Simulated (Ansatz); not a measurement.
# TmH2: the cost of one run

Method: DFT PBE, scalar-relativistic, plane waves, PAW; 4f electrons in the core of a trivalent norm-conserving potential, in Ansatz 0.2.0.

## Step 1: The starting structure

The structure is hexagonal, space group P6_3/mmc (No. 194). Conventional cell: a = 4.178 Å, b = 4.178 Å, c = 5.205 Å, α = 90.00°, β = 90.00°, γ = 120.00°. Tm (site symmetry -6m2) is surrounded by 11 H at 2.41 to 2.74 Å. Around H (site symmetry -6m2) lie 5 Tm at 2.41 to 2.60 Å. H (site symmetry -3m) has 8 H at 2.60 to 2.74 Å and 6 Tm at 2.74 Å in its first shell of neighbours.

As a file:

```
Tm H
1.0
     4.17773    0.00000    0.00000
    -2.08886    3.61802    0.00000
     0.00000    0.00000    5.20491
Tm H
2 4
Direct
  0.33333 0.66667 0.25000
  0.66667 0.33333 0.75000
  0.33333 0.66667 0.75000
  0.66667 0.33333 0.25000
  0.00000 0.00000 0.00000
  0.00000 0.00000 0.50000
```

The cell is invented: species swapped into a database cell of Sm2Tl (P6_3/mmc, No. 194), with H on the Sm sites and Tm on the Tl sites. Lengths come from tabulated atomic sizes and are only a guess.

## Step 2: Probe: one point on a coarse mesh

The input, input.yaml:

```yaml
crystal:
  lattice:
    - [4.17772603, 0.0, 0.0]
    - [-2.08886302, 3.61801688, 0.0]
    - [0.0, 0.0, 5.2049093]
  atoms:
    - { symbol: Tm, position: [0.33333333, 0.66666667, 0.25] }
    - { symbol: Tm, position: [0.66666667, 0.33333333, 0.75] }
    - { symbol: H, position: [0.33333333, 0.66666667, 0.75] }
    - { symbol: H, position: [0.66666667, 0.33333333, 0.25] }
    - { symbol: H, position: [0.0, 0.0, 0.0] }
    - { symbol: H, position: [0.0, 0.0, 0.5] }
basis:
  ecutwfc: 690
kpoints:
  mp_grid: { grid: [6, 6, 4] }
hamiltonian:
  xc: pbe
  pseudopotentials:
    kind: paw
    azcp: { Tm: "pseudopotentials/pbe/nc/lanthanide_3plus/Tm.nc.azcp" }
scf:
  occupations: { method: gaussian, width: 0.1 }
  lower_state_search: "off"
output:
  forces: true
  stress: true
  eigenvalues: true
```

The run is started by

```
$ ansatz run input.yaml --threads 1 --pin off --max-ram 2560MiB --backend cpu --events-out ev --progress --plain --runs-dir out
```

What time and memory should one allow on 1 thread of Arm Neoverse V1, shared host?

About 4 s, with a peak of 0.33 GiB.
